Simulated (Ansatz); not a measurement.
## CdO (Monteponite) under changes of volume

One of the cells (12.970 Å³/atom); the others are scaled copies at fixed shape and fractional positions:

```xyz
2
Lattice="0.0000 2.3495 2.3495 2.3495 0.0000 2.3495 2.3495 2.3495 0.0000" Properties=species:S:1:pos:R:3 pbc="T T T"
Cd    0.0000    0.0000    0.0000
O     2.3495    2.3495    2.3495
```

* Program: Ansatz 0.2.0
* Functional: PBE
* Potentials or basis: Ansatz PAW
* Cutoff: 420 eV (not typed: the program's choice for these potentials)
* k mesh: 10 × 10 × 10
* Occupations: fermi-dirac, width 0.05 eV
* Spin: no spin polarisation

```csv
volume (Å³/atom),energy over the lowest point (meV/atom),pressure (GPa)
12.191,65.17,17.1
12.451,40.91,13.0
12.710,22.87,9.3
12.970,10.41,6.1
13.229,3.00,3.2
13.488,0.00,0.6
13.748,?,?
```

What does the run at 13.748 Å³/atom give?

Energy over the lowest point 1.07 meV/atom; pressure -1.8 GPa.

Worked out: A Birch-Murnaghan fit of order 3 (a polynomial in V^(-2/3)) to the other rows has its minimum at 13.55 Å³/atom, just outside them, with B0 = V·E''(V) = 127 GPa and B' = 4.6. It gives 1.06 meV/atom at 13.748 Å³/atom, against the run's 1.07, and -dE/dV = -1.8 GPa, against -1.8.

Energies are extrapolated to zero smearing.
